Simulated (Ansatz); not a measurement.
# WSe2 (P6_3/mmc): one cell, many starting occupations (series 2), part 2 of 3

Aim: start the open shells of WSe2 (P6_3/mmc) from different occupation matrices at one fixed cell, and see in which states the SCF ends. Cell and atoms stay fixed.

Ansatz 0.2.0; DFT PBEsol+U (U = 4 eV, J = 0.5 eV on W d), plane waves, PAW, no spin–orbit coupling unless a run says so.

## Step 3: Random orbitals: fully mixed, first filling

The input, input.yaml:

```yaml
crystal:
  lattice:
    - [3.28999882, 0.0, 0.0]
    - [-1.64499941, 2.84922255, 0.0]
    - [0.0, 0.0, 12.97000144]
  atoms:
    - { symbol: W, position: [0.3333333333, 0.6666666667, 0.25], spin: 2.0 }
    - { symbol: W, position: [0.6666666667, 0.3333333333, 0.75], spin: -2.0 }
    - { symbol: Se, position: [0.3333333333, 0.6666666667, 0.621] }
    - { symbol: Se, position: [0.6666666667, 0.3333333333, 0.121] }
    - { symbol: Se, position: [0.3333333333, 0.6666666667, 0.879] }
    - { symbol: Se, position: [0.6666666667, 0.3333333333, 0.379] }
basis:
  ecutwfc: 420
  ecutrho_ratio: 4
kpoints:
  mp_grid: { grid: [7, 7, 2] }
hamiltonian:
  xc: pbesol
  hubbard:
    sites:
      - { site: 0, l: d, u: 4.0, j: 0.5, starting_ns: [{ spin: up, occupation_matrix: s0up }, { spin: down, occupation_matrix: s0down }] }
      - { site: 1, l: d, u: 4.0, j: 0.5, starting_ns: [{ spin: up, occupation_matrix: s1up }, { spin: down, occupation_matrix: s1down }] }
    occupation_matrices:
      s0up:
        matrix:
          - [0.15456, -0.12815, -0.12954, -0.27324, -0.04315]
          - [-0.12815, 0.45207, -0.05716, 0.26472, -0.36608]
          - [-0.12954, -0.05716, 0.24984, 0.26043, 0.27865]
          - [-0.27324, 0.26472, 0.26043, 0.57491, 0.08173]
          - [-0.04315, -0.36608, 0.27865, 0.08173, 0.56862]
      s0down:
        matrix:
          - [0.02, 0.0, 0.0, 0.0, 0.0]
          - [0.0, 0.02, 0.0, 0.0, 0.0]
          - [0.0, 0.0, 0.02, 0.0, 0.0]
          - [0.0, 0.0, 0.0, 0.02, 0.0]
          - [0.0, 0.0, 0.0, 0.0, 0.02]
      s1up:
        matrix:
          - [0.02, 0.0, 0.0, 0.0, 0.0]
          - [0.0, 0.02, 0.0, 0.0, 0.0]
          - [0.0, 0.0, 0.02, 0.0, 0.0]
          - [0.0, 0.0, 0.0, 0.02, 0.0]
          - [0.0, 0.0, 0.0, 0.0, 0.02]
      s1down:
        matrix:
          - [0.15456, -0.12815, -0.12954, -0.27324, -0.04315]
          - [-0.12815, 0.45207, -0.05716, 0.26472, -0.36608]
          - [-0.12954, -0.05716, 0.24984, 0.26043, 0.27865]
          - [-0.27324, 0.26472, 0.26043, 0.57491, 0.08173]
          - [-0.04315, -0.36608, 0.27865, 0.08173, 0.56862]
    ns_hold: { iters: 12 }
scf:
  occupations: { method: gaussian, width: 0.05 }
  lower_state_search: "off"
  max_iter: 150
output:
  forces: true
  stress: true
  eigenvalues: true
  populations: true
  hubbard: { sites: [{ site: 0, l: d }, { site: 1, l: d }] }
magnetization:
  spin_polarized: true
```

The typed matrices are held for 12 cycles.

Run with:

```bash
$ ansatz run input.yaml --threads 4 --pin off --max-ram 6144MiB --backend cpu --events-out ev --progress --plain --runs-dir out
```

Standard output:

```text
Warning: crystal.symmetry: narrowed to the stabiliser of the occupation matrices — unitary ops 12 → 1, anti-unitary 12 → 1; lowered by the specified shells (site 0, l: d), (site 1, l: d); largest admitted image defect 2.2e-16, smallest excluded 3.7e-1 — at a splitting's scale: the group the occupation matrices' own texture admits
Warning: RAYON_NUM_THREADS=4 ignored (pool sized by the plan → 4); use --threads N
W: projections on atomic orbitals take those of the free atom [Kr 4d10 4f14] 5s2 5p6 5d4 6s2, of charge +0.00 (hamiltonian.pseudopotentials.projection_atoms); the dataset's partial waves leave at most 6.5e-5 of an orbital's norm unspanned inside its sphere
Se: projections on atomic orbitals take those of the free atom [Ar] 3d10 4s2 4p4, of charge +0.00 (hamiltonian.pseudopotentials.projection_atoms); the dataset's partial waves leave at most 2.3e-6 of an orbital's norm unspanned inside its sphere
Engine: ansatz 0.2.0, aarch64-unknown-linux-gnu
Pseudopotentials: kind: paw
Pseudopotential: W, paw, valence charge 14, recommended cutoff 420 eV (normal), W.paw.azcp
Pseudopotential: Se, paw, valence charge 16, recommended cutoff 420 eV (normal), Se.paw.azcp
Functional definition: PBEsol
  exchange = pbesol_x
  correlation = pbesol_c
Crystal: 6 atoms, lattice volume = 121.580 Å³
Basis set: ecut = 420 eV, 2419 PW (Γ), exchange–correlation on 48×48×180 points (8 copies of the dense FFT grid, shifted against one another)
Bands: 58, of which v1, the nominal top of the filled ones, is band 46 counted from 1 (45 counted from 0)
Symmetry: 1 space group operations
k-points: 50 of 98 (time reversal used)
Non-local potential: W, projectors of the file, l = 0: 3, l = 1: 2, l = 2: 2, l = 3: 1
Non-local potential: Se, projectors of the file, l = 0: 2, l = 1: 2, l = 2: 3, l = 3: 1
PAW form: soft (Blöchl's): semilocal exchange-correlation on the pseudo side does not see the compensation charge
PAW frozen core: W, regenerated for the run's functional, and the local potential with it (the file was generated under x = pbe(κ = 0.804, μ = 0.2195149727645171), c = pbe(β = 0.06672455060314922))
PAW frozen core: Se, regenerated for the run's functional, and the local potential with it (the file was generated under x = pbe(κ = 0.804, μ = 0.2195149727645171), c = pbe(β = 0.06672455060314922))
PAW one-centre angular grid: W, 590 points (default); XC on 64 Gauss nodes
PAW one-centre angular grid: Se, 590 points (default); XC on 64 Gauss nodes
Initial density: superposition of atomic densities (chi_scale 0.1, normalization cell)
Starting moments: Σ|m| = 4 μB on 2 of 6 sites
Initial wavefunctions: pseudopotential atomic-orbital guess
Functional: x = pbesol(κ = 0.804, μ = 0.12345679012345678), c = pbesol(β = 0.046)
iter 1 solved again at ethr=2.95e-3 eV; its pass at ethr=3.10e-3 eV (dr2=2.71e0 eV) is discarded
SCF iter   1: F=—  HF=-42198.933579 eV  |F-HF|=—  |Δ(HF+E_count)|=         —  Δρ=4.83e-2 (↑4.83e-2 ↓4.83e-2)  dr2=2.72e0  dr2_m=2.06e0  M=-0.000 μB ∫|m|=1.959 μB  β_m=0.30  ethr=2.95e-3  ⟨swp⟩=1.3  Hψ=27617  notcnv=0
preconditioner: auto → Kerker (q_TF=auto, 2.604 Å⁻¹)  [metal: Δε(μ)=0.012 eV  Ē_g=10.082 eV  σ=0.050 eV  W_gap=0.13  n_scr=40 (ndim 8)  ℏωp=20.2 eV  f_vac=0.022  D(μ)=4.29/eV (n_scr^D=40)]
spin=Collinear: Kerker preconditioning applied to the charge; magnetization (m = ρ↑ − ρ↓) channel mixes plain (no charge-response kernel on spin).
SCF iter   2: F=—  HF=-42198.849624 eV  |F-HF|=—  |Δ(HF+E_count)|=   8.40e-2  Δρ=3.47e-2 (↑3.47e-2 ↓3.47e-2)  dr2=1.20e0  dr2_m=1.09e0  M=-0.000 μB ∫|m|=1.924 μB  β_m=0.30  ethr=2.95e-3  ⟨swp⟩=2.0  Hψ=6904  notcnv=0
preconditioner: auto → Resta (q_TF=auto, 2.604 Å⁻¹)  ε∞=5.1  [insulator: Δε(μ)=0.072 eV  Ē_g=9.950 eV  σ=0.050 eV  W_gap=0.68  n_scr=40 (ndim 8)  ℏωp=20.2 eV  f_vac=0.022  D(μ)=1.52/eV (n_scr^D=6)  ε∞_Penn≈5.1]
spin=Collinear: Resta preconditioning applied to the charge; magnetization (m = ρ↑ − ρ↓) channel mixes plain (no charge-response kernel on spin).
SCF iter   3: F=—  HF=-42198.735774 eV  |F-HF|=—  |Δ(HF+E_count)|=   1.14e-1  Δρ=2.28e-2 (↑2.28e-2 ↓2.28e-2)  dr2=2.72e-1  dr2_m=5.44e-1  M=-0.000 μB ∫|m|=1.945 μB  β_m=0.30  ethr=1.31e-3  ⟨swp⟩=2.1  Hψ=8428  notcnv=0  defer=354
SCF iter   4: F=—  HF=-42198.780096 eV  |F-HF|=—  |Δ(HF+E_count)|=   4.43e-2  Δρ=1.60e-2 (↑1.60e-2 ↓1.60e-2)  dr2=1.64e-2  dr2_m=2.81e-1  M=-0.000 μB ∫|m|=1.911 μB  β_m=0.30  ethr=2.95e-4  ⟨swp⟩=2.0  Hψ=7621  notcnv=0  defer=390
SCF iter   5: F=—  HF=-42198.830386 eV  |F-HF|=—  |Δ(HF+E_count)|=   5.03e-2  Δρ=1.15e-2 (↑1.15e-2 ↓1.15e-2)  dr2=6.02e-3  dr2_m=1.45e-1  M=-0.000 μB ∫|m|=1.891 μB  β_m=0.30  ethr=1.79e-5  ⟨swp⟩=2.0  Hψ=8105  notcnv=0  defer=390
SCF iter   6: F=—  HF=-42198.857987 eV  |F-HF|=—  |Δ(HF+E_count)|=   2.76e-2  Δρ=8.27e-3 (↑8.27e-3 ↓8.27e-3)  dr2=5.62e-4  dr2_m=7.61e-2  M=-0.000 μB ∫|m|=1.870 μB  β_m=0.30  ethr=6.55e-6  ⟨swp⟩=2.0  Hψ=10472  notcnv=0  defer=390
SCF iter   7: F=—  HF=-42198.872554 eV  |F-HF|=—  |Δ(HF+E_count)|=   1.46e-2  Δρ=5.98e-3 (↑5.98e-3 ↓5.98e-3)  dr2=1.80e-4  dr2_m=3.98e-2  M=-0.000 μB ∫|m|=1.858 μB  β_m=0.30  ethr=6.11e-7  ⟨swp⟩=2.4  Hψ=9172  notcnv=0  defer=390
SCF iter   8: F=—  HF=-42198.880441 eV  |F-HF|=—  |Δ(HF+E_count)|=   7.89e-3  Δρ=4.34e-3 (↑4.34e-3 ↓4.34e-3)  dr2=2.12e-5  dr2_m=2.10e-2  M=-0.000 μB ∫|m|=1.848 μB  β_m=0.30  ethr=1.96e-7  ⟨swp⟩=2.1  Hψ=10166  notcnv=0  defer=390
Mixer restart at iter 8: flushing history
spin-set hold released at iteration 8 (site moments contracting): the magnetisation degrees of freedom join the quasi-Newton model from the next iteration; the mixer history was flushed
[... 18 lines left out ...]
SCF iter  26: F=—  HF=-42204.823069 eV  |F-HF|=—  |Δ(HF+E_count)|=   1.68e-5  Δρ=2.12e-5 (↑2.12e-5 ↓2.11e-5)  dr2=1.63e-6  dr2_m=3.57e-7  M=0.000 μB ∫|m|=0.004 μB  β_m=0.95  ethr=1.13e-10  ⟨swp⟩=3.7  Hψ=14642  notcnv=0  defer=444
SCF iter  27: F=—  HF=-42204.823071 eV  |F-HF|=—  |Δ(HF+E_count)|=   1.82e-6  Δρ=1.19e-5 (↑1.19e-5 ↓1.19e-5)  dr2=1.67e-7  dr2_m=1.40e-7  M=0.000 μB ∫|m|=0.002 μB  β_m=0.97  ethr=1.13e-10  ⟨swp⟩=3.0  Hψ=14059  notcnv=0  defer=444
SCF iter  28: F=—  HF=-42204.823073 eV  |F-HF|=—  |Δ(HF+E_count)|=   1.40e-6  Δρ=5.83e-6 (↑5.83e-6 ↓5.83e-6)  dr2=8.97e-8  dr2_m=2.96e-8  M=0.000 μB ∫|m|=0.001 μB  β_m=0.99  ethr=1.09e-10  ⟨swp⟩=11.3  Hψ=25672  notcnv=0
iter 29 did not close the SCF: its close was put off for a magnetic moment that had not settled (scf_convergence_deferred on its scf_iter line)
SCF iter  29: F=-42204.823073 eV  HF=-42204.823073 eV  |F-HF|=1.80e-8  |Δ(HF+E_count)|=   3.05e-7  Δρ=2.62e-6 (↑2.62e-6 ↓2.62e-6)  dr2=3.58e-8  dr2_m=6.02e-9  M=0.000 μB ∫|m|=0.000 μB  β_m=0.99  ethr=9.75e-11  ⟨swp⟩=4.0  Hψ=19669  notcnv=0
iter 30 did not close the SCF: its close was put off for a magnetic moment that had not settled (scf_convergence_deferred on its scf_iter line)
SCF iter  30: F=-42204.823073 eV  HF=-42204.823073 eV  |F-HF|=5.38e-9  |Δ(HF+E_count)|=   6.00e-8  Δρ=1.09e-6 (↑1.09e-6 ↓1.08e-6)  dr2=9.66e-9  dr2_m=9.69e-10  M=0.000 μB ∫|m|=0.000 μB  β_m=1.00  ethr=3.89e-11  ⟨swp⟩=2.0  Hψ=20480  notcnv=0
iter 31 did not close the SCF: its close was put off for a magnetic moment that had not settled (scf_convergence_deferred on its scf_iter line)
SCF iter  31: F=-42204.823073 eV  HF=-42204.823073 eV  |F-HF|=2.59e-9  |Δ(HF+E_count)|=   7.52e-9  Δρ=5.39e-7 (↑5.39e-7 ↓5.37e-7)  dr2=3.04e-9  dr2_m=2.23e-10  M=0.000 μB ∫|m|=0.000 μB  β_m=1.00  ethr=1.05e-11  ⟨swp⟩=2.0  Hψ=15393  notcnv=0
SCF iter  32: F=-42204.823073 eV  HF=-42204.823073 eV  |F-HF|=2.04e-10  |Δ(HF+E_count)|=   1.12e-9  Δρ=2.47e-7 (↑2.47e-7 ↓2.39e-7)  dr2=1.01e-10  dr2_m=5.50e-11  M=0.000 μB ∫|m|=0.000 μB  ethr=3.31e-12  ⟨swp⟩=1.0  Hψ=15952  notcnv=0
WARN: the starting moments were not kept: the SCF closed with an absolute magnetisation of 3.4e-5 μB, where they sum to 4 μB in size (2 sites). That is at most 0.1 of that sum. Measured as dr2_m measures the in/out step, that magnetisation stands 1.1e-10 eV from none, at or under the dr2_threshold of 1.0e-7 eV: it is no larger than a step whose dr2_m would equal this threshold. The system may hold no moment; this SCF shows only that its start led to no more than that. To try another start: raise the starting moments (crystal.atoms[].spin, magnetization.per_species, magnetization.initial_magnetization, or on a non-collinear deck that types none of these the spinor_matrix: blocks that start its atoms; where the total moment is fixed, keep their sum and leave initial_magnetization as it is; typed ones take the place of any that the run laid by itself, positive ones on a crystal's lanthanoids without a Hubbard term where scf.initial_density.shell_occupations: [] is typed) or, if the notice of its spin-set hold's release reads "site moments contracting" or "site moments show no strong build", lengthen the hold (scf.mixing.spin_hold: { on: { confirm: 4 } }; for m-r²SCAN on two components see the key's manual first). Each may lead to a state that holds a moment. A second SCF, from the converged charge density, with the starting moments and any scf.initial_density.shell_occupations laid on it anew, would have followed, and was not run: the deck does not ask for one (magnetization.retry_lost_moments is false, the default). To let it run, set magnetization.retry_lost_moments: true and run the deck again, where that key's refused combinations let it; where memory then withholds it, that run's warning says so.
WARN: hamiltonian.hubbard: on 4 of 4 specified blocks the occupation matrix of this SCF's result fails the test of the specified filling. At site 0 ↑ (sites count from 0 in the list of atoms of the cell that this SCF solves) the least filled combination of the orbitals specified full has occupation 0.489, and the fullest combination of the orbitals specified empty has occupation 0.564; the filling counts as kept where the first is at least 0.75 and exceeds the second by more than 0.25. The same holds at site 0 ↓, site 1 ↑, site 1 ↓. The state of this SCF's result may not hold the specified filling, though these bounds can also misjudge a state that does. This warning does not say which state is lower in energy, or whether the specified filling is a self-consistent state at all; see hamiltonian.hubbard.sites[].starting_ns, Limitations, and scf.initial_density.shell_occupations in the input reference
SCF 1 converged in 32 iterations: F = -42204.823073 eV  dr2 = 1.01e-10
SCF converged after 32 iterations
Magnetization: 0.0000 μB (46.0000 up, 46.0000 down)
Absolute magnetization: 0.0000 μB (∫|ρ↑−ρ↓|, with the PAW one-centre terms)
Spin contamination: 0.0000 ħ² per cell (⟨S²⟩ above its minimum at these occupations)
Per-site moments (μB) at R_I (Å): [(-1.2767298115928973e-6, 1.044154378406521), (1.2773619238593203e-6, 1.044154378406521), (-1.0055996713671464e-6, 1.044154378406521), (6.435957158584062e-7, 1.0441543784065213), (-6.441344364694595e-7, 1.0441543784065217), (1.0045430807581405e-6, 1.044154378406521)]
Free energy (F): -42204.823073 eV
Harris-Foulkes:  -42204.823073 eV  (|F-HF|=2.04e-10)
Internal energy: -42204.823073 eV  (E = F + TS)
E sigma→0 (E₀):  -42204.823073 eV
Fermi energy:    13.245686 eV
--- Per-component energies (eV) ---
  E_band       = -1696.873007
  E_kinetic    = 1378.662300
  E_local      = -11443.151740  (includes V_loc(G=0)·N_el)
  E_nonlocal   = -2361.978814
  E_hartree    = 5493.699945
  E_xc         = -945.736406
  E_vxc        = -872.287566  (∫ρ·V_xc dr)
  E_hubbard    = 8.686665  (on-site DFT+U / exact-exchange correction)
  E_vhub       = -0.281280  (the Hubbard potential's part of the band-sum identity)
  E_paw        = -24344.632877  (= ΣΔE_a)
  E_vpaw       = 614.767471  (= ΣTr[D̂ρ^β])
  E_aug_tail   = -0.002495  (compensation charges beyond the density's cutoff)
  E_ewald      = -9994.847037
  E_core_change = 4.477386  (= ΣΔE_core)
  E_smearing   = -0.000000  (= −TS)
  E_closure    = 0.000000  (closes the sum)
  Σ components = -42204.823073   (vs F -42204.823073, Δ=0.00e0)
--- DFT+U+J on-site energies (Liechtenstein; fll double counting; per corrected site; eV) ---
  site 0 (l=d): U=4.0000  J=0.5000  Tr N=5.0442  E_int=43.222974  E_dc=38.879641  E_U=4.343333
  site 1 (l=d): U=4.0000  J=0.5000  Tr N=5.0442  E_int=43.222936  E_dc=38.879603  E_U=4.343333
--- Specified on-site occupations, and those of the state reported ---
  electrons in the specified blocks: 4.2000 specified, 10.0883 found
  site 0 (l=d) ↓: largest change of an orbital's occupation 0.5541; electrons 0.1000 specified, 2.5221 found; spectral distance 1.0873
  site 1 (l=d) ↑: largest change of an orbital's occupation 0.5541; electrons 0.1000 specified, 2.5221 found; spectral distance 1.0873
  site 0 (l=d) ↑: largest change of an orbital's occupation 0.5448; electrons 2.0000 specified, 2.5221 found; spectral distance 0.9981
  site 1 (l=d) ↓: largest change of an orbital's occupation 0.5448; electrons 2.0000 specified, 2.5221 found; spectral distance 0.9981
--- Forces (eV/Å), atoms counted from 1 ---
  atom   1  W      0.00000085     0.00000002     0.00000039
  atom   2  W     -0.00000085    -0.00000002    -0.00000039
  atom   3  Se     0.00000029    -0.00000004     0.13201272
  atom   4  Se    -0.00000011    -0.00000015     0.13201416
  atom   5  Se     0.00000011     0.00000015    -0.13201313
  atom   6  Se    -0.00000028     0.00000004    -0.13201376
  max |Σ_I F_I| component: 1.03e-8 eV/Å
--- Stress (GPa, compression-positive) ---
       -1.457444       0.000001      -0.000000
        0.000001      -1.457445       0.000001
       -0.000000       0.000001      -0.595112
  P = ⅓ Tr σ = -1.1700 GPa (-11.700 kbar)
--- Band table (eV; the first three rows and the last of 100) ---
  k-point 0 ↑: bands = ["-61.4205", "-61.4204", "-35.0475", "-35.0475", "-35.0475", "-35.0475", "-35.0469", "-35.0469", "-35.0469", "-35.0469", "-35.0183", "-35.0183", "-35.0180", "-35.0180", "-35.0171", "-35.0171", "-35.0168", "-35.0168", "-35.0061", "-35.0058", "-35.0039", "-35.0036", "-25.6887", "-25.6887", "-25.5760", "-25.5760", "-25.5760", "-25.5760", "-2.4743", "-2.2211", "-1.2906", "-0.8659", "5.6014", "6.6863", "9.1688", "10.0912", "10.0912", "10.1078", "10.1078", "11.3416", "11.3416", "11.3988", "11.3988", "11.5078", "11.7700", "12.6553", "15.5079", "15.5079", "15.5349", "15.5349", "15.5556", "15.5556", "15.7464", "15.7464", "17.2148", "17.9127", "20.4070", "20.8580"]
  k-point 1 ↑: bands = ["-61.4205", "-61.4205", "-35.0475", "-35.0475", "-35.0475", "-35.0475", "-35.0469", "-35.0469", "-35.0469", "-35.0469", "-35.0181", "-35.0181", "-35.0181", "-35.0181", "-35.0169", "-35.0169", "-35.0169", "-35.0169", "-35.0060", "-35.0060", "-35.0037", "-35.0037", "-25.6887", "-25.6887", "-25.5760", "-25.5760", "-25.5760", "-25.5760", "-2.3662", "-2.3662", "-1.0625", "-1.0625", "6.0573", "6.0573", "10.0993", "10.0993", "10.0993", "10.0994", "10.1657", "10.1657", "11.3702", "11.3702", "11.3702", "11.3702", "12.4624", "12.4624", "15.5045", "15.5045", "15.5045", "15.5045", "15.6674", "15.6674", "15.6674", "15.6674", "17.5948", "17.5948", "20.6027", "20.6027"]
  k-point 2 ↑: bands = ["-61.4184", "-61.4183", "-35.0474", "-35.0473", "-35.0471", "-35.0470", "-35.0467", "-35.0466", "-35.0461", "-35.0460", "-35.0184", "-35.0184", "-35.0181", "-35.0181", "-35.0176", "-35.0173", "-35.0171", "-35.0168", "-35.0057", "-35.0055", "-35.0034", "-35.0032", "-25.6794", "-25.6794", "-25.6212", "-25.6212", "-25.5865", "-25.5865", "-2.1701", "-1.9200", "-1.1169", "-0.7236", "5.9939", "7.0733", "8.9114", "9.2428", "9.2940", "10.2692", "10.3753", "10.4122", "10.8631", "10.9370", "11.1145", "11.5466", "11.8865", "12.1679", "14.6084", "15.0874", "15.1431", "15.1478", "15.3604", "15.4151", "15.9207", "16.0847", "18.5555", "19.1736", "21.0985", "21.5882"]
  k-point 49 ↓: bands = ["-61.4110", "-61.4110", "-35.0472", "-35.0472", "-35.0464", "-35.0464", "-35.0439", "-35.0439", "-35.0436", "-35.0436", "-35.0193", "-35.0193", "-35.0190", "-35.0190", "-35.0183", "-35.0183", "-35.0174", "-35.0174", "-35.0042", "-35.0042", "-35.0017", "-35.0017", "-25.7636", "-25.7636", "-25.6454", "-25.6454", "-25.6434", "-25.6434", "-0.6987", "-0.6986", "-0.2095", "-0.2095", "6.8884", "6.8884", "7.7160", "7.7160", "8.2506", "8.2506", "9.3108", "9.3108", "10.0730", "10.0730", "10.7310", "10.7310", "11.7211", "11.7211", "14.3229", "14.3229", "15.0438", "15.0438", "15.8006", "15.8006", "16.9648", "16.9649", "18.7383", "18.7383", "20.5478", "20.5478"]
Occupation matrices written to <dir>
--- Löwdin populations: 6 sites ---
  site symbol       q [e]    m [muB]
     0      W     13.6304    -0.0000
     1      W     13.6304     0.0000
     2     Se     16.0829    -0.0000
     3     Se     16.0829     0.0000
     4     Se     16.0829    -0.0000
     5     Se     16.0829     0.0000
  spilling = 0.004432 (of n_electrons = 92.000000)
--- Occupation matrices: 2 shells (run DFT+U table (all-electron-ortho-atomic); ε = 1.18e-3) ---
  W0 d_5D: site group D3h (-6m2)
  W0 d_5D up     Tr n = 2.5221  λ = 0.460 0.460 0.514 0.514 0.574  [2× xz 0.50 E''(1.00) | 2× x2-y2 0.50 E'(1.00) | z2 1.00 A1'(1.00)]
  W0 d_5D dn     Tr n = 2.5221  λ = 0.460 0.460 0.514 0.514 0.574  [2× xz 0.50 E''(1.00) | 2× x2-y2 0.50 E'(1.00) | z2 1.00 A1'(1.00)]
  specified occupation → W0 d_5D up: matrix, ‖Δ‖_F = 1.0796, Tr Δ = -0.5221, displaced = 1.2042, d_λ = 0.9981; orbital distance = 1.4336
  specified occupation → W0 d_5D dn: matrix, ‖Δ‖_F = 1.0873, Tr Δ = -2.4221, displaced = 1.2110, d_λ = 1.0873; orbital distance = 0.0000
  W1 d_5D: site group D3h (-6m2)
  W1 d_5D up     Tr n = 2.5221  λ = 0.460 0.460 0.514 0.514 0.574  [2× xz 0.50 E''(1.00) | 2× x2-y2 0.50 E'(1.00) | z2 1.00 A1'(1.00)]
  W1 d_5D dn     Tr n = 2.5221  λ = 0.460 0.460 0.514 0.514 0.574  [2× xz 0.50 E''(1.00) | 2× x2-y2 0.50 E'(1.00) | z2 1.00 A1'(1.00)]
  specified occupation → W1 d_5D up: matrix, ‖Δ‖_F = 1.0873, Tr Δ = -2.4221, displaced = 1.2110, d_λ = 1.0873; orbital distance = 0.0000
  specified occupation → W1 d_5D dn: matrix, ‖Δ‖_F = 1.0796, Tr Δ = -0.5221, displaced = 1.2042, d_λ = 0.9981; orbital distance = 1.4336
  Tr n, λ and their labels are of the run-group-symmetrised matrices; stabiliser: 48 of 48 elements of G0×{1,Θ} (closed), max defect 1.7e-5 at τ = 2.5e-4
```

It took 92 s on 4 threads of Arm Neoverse V1, shared host; peak memory 0.89 GiB.

Result: a gap on the mesh of 1.18 eV, pressure -1.2 GPa, no moment over 0.05 μB in any sphere, largest force component 0.13 eV/Å, 1 symmetry operation imposed. The program reports that the typed filling wasn't kept.

How the shells are filled (orbitals counted by the eigenvalues of the occupation matrices):

```csv
shell,channel,electrons,over 0.8,0.2 to 0.8,under 0.2
W 5d (atom 1),up,2.52,0,5,0
W 5d (atom 1),down,2.52,0,5,0
```

[end of part 2 of 3]
